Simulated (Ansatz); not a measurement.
PbO in the CsCl-type structure: a relaxation of cell and atoms in Ansatz 0.2.0 (LDA). It starts from the PBE minimum.

The input:
```yaml
crystal:
  lattice:
    - [3.2148279984, 0.0, 0.0]
    - [0.0, 3.2148279984, 0.0]
    - [0.0, 0.0, 3.2148279984]
  atoms:
    - { symbol: Pb, position: [0.0, 0.0, 0.0] }
    - { symbol: O, position: [0.5, 0.5, 0.5] }
kpoints:
  mp_grid: { grid: [8, 8, 8] }
hamiltonian:
  xc: lda
scf:
  occupations: { method: fermi_dirac, width: 0.02 }
relax:
  f_tol: 0.005
  cell: {}
```

Command: `ansatz run input.yaml --threads 2 --pin off --max-ram 2211MiB --backend cpu --events-out ev --progress --plain --runs-dir out`. Wall time 6.8 s on 2 threads of Arm Neoverse N1, on a shared host, load about 0.8 per core; peak host memory 0.29 GiB.

Main lines of the log:
```
Pseudopotential: Pb, paw, valence charge 14, recommended cutoff 420 eV (normal)
Pseudopotential: O, paw, valence charge 6, recommended cutoff 420 eV (normal)
Functional definition: SPW92
Crystal: 2 atoms, lattice volume = 33.226 Å³
Basis set: ecut = 420 eV, 619 PW (Γ)
Bands: 14, of which v1, the nominal top of the filled ones, is band 10 counted from 1 (9 counted from 0)
Symmetry: 48 space group operations
Space group: Pm-3m (ITA 221)
k-points: 35 of 512
preconditioner: auto → none  [insulator: Δε(μ)=0.408 eV  σ=0.020 eV  ℏωp=28.8 eV]
relax step 1: F+E_penalty+E_count = -12156.29182152 eV  P = -8.385 GPa  Ω = 33.226 Å³
relax step 2: F+E_penalty+E_count = -12156.32798416 eV  P = +9.428 GPa  Ω = 28.599 Å³
relax step 3: F+E_penalty+E_count = -12156.37335059 eV  P = -1.151 GPa  Ω = 30.875 Å³
relax step 4: F+E_penalty+E_count = -12156.37534744 eV  P = -0.131 GPa  Ω = 30.610 Å³
relax step 5: F+E_penalty+E_count = -12156.37547571 eV  P = -0.002 GPa  Ω = 30.577 Å³
relax step 6: F+E_penalty+E_count = -12156.36953771 eV  P = -0.339 GPa  Ω = 30.577 Å³  (SCF on a basis re-selected at this cell)
relax step 7: F+E_penalty+E_count = -12156.36991871 eV  P = -0.004 GPa  Ω = 30.493 Å³
relax step 8: F+E_penalty+E_count = -12156.36946222 eV  P = -0.013 GPa  Ω = 30.493 Å³  (SCF on a basis re-selected at this cell)
Free energy (F): -12156.369462 eV
Fermi energy:    12.205806 eV
--- Per-component energies (eV) ---
  E_band       = 15.744632
  E_kinetic    = 461.269762
  E_local      = -1056.697134
  E_nonlocal   = 404.194927
  E_hartree    = 401.657045
  E_xc         = -293.193223
  E_vxc        = -228.568549
  E_paw        = -10246.163677
  E_vpaw       = -367.770924
  E_ewald      = -1827.458830
  E_core_change = 0.019208
--- Stress (GPa, compression-positive) ---
       -0.013028       0.000000       0.000000
        0.000000      -0.013028       0.000000
        0.000000       0.000000      -0.013028
  P = ⅓ Tr σ = -0.0130 GPa (-0.130 kbar)
--- Relaxed structure (6 steps of the walk, 6 accepted, 2 SCFs on fresh bases) ---
  F+E_penalty+E_count = -12156.36946222 eV
  cell:  # Å, volume = 30.4934 Å³
    - [3.124176, 0.000000, 0.000000]
    - [0.000000, 3.124176, 0.000000]
    - [0.000000, 0.000000, 3.124176]
  atoms:
    - { symbol: Pb, position: [0.000000, 0.000000, 0.000000] }
    - { symbol: O, position: [0.500000, 0.500000, 0.500000] }
```

In 6 steps the volume changed by -8.2 %; between the first SCF and the last, each on a basis chosen for its cell, the energy fell by 38.8 meV an atom. Final cell: space group Pm-3m (No. 221), cubic; a = 3.124 Å in the conventional setting, 15.25 Å³ an atom. Around Pb lie 8 O at 2.71 Å and 6 Pb at 3.12 Å; around O lie 8 Pb at 2.71 Å.

The calculation is spin-unpolarised, and the structure need not be a phase that has been made.
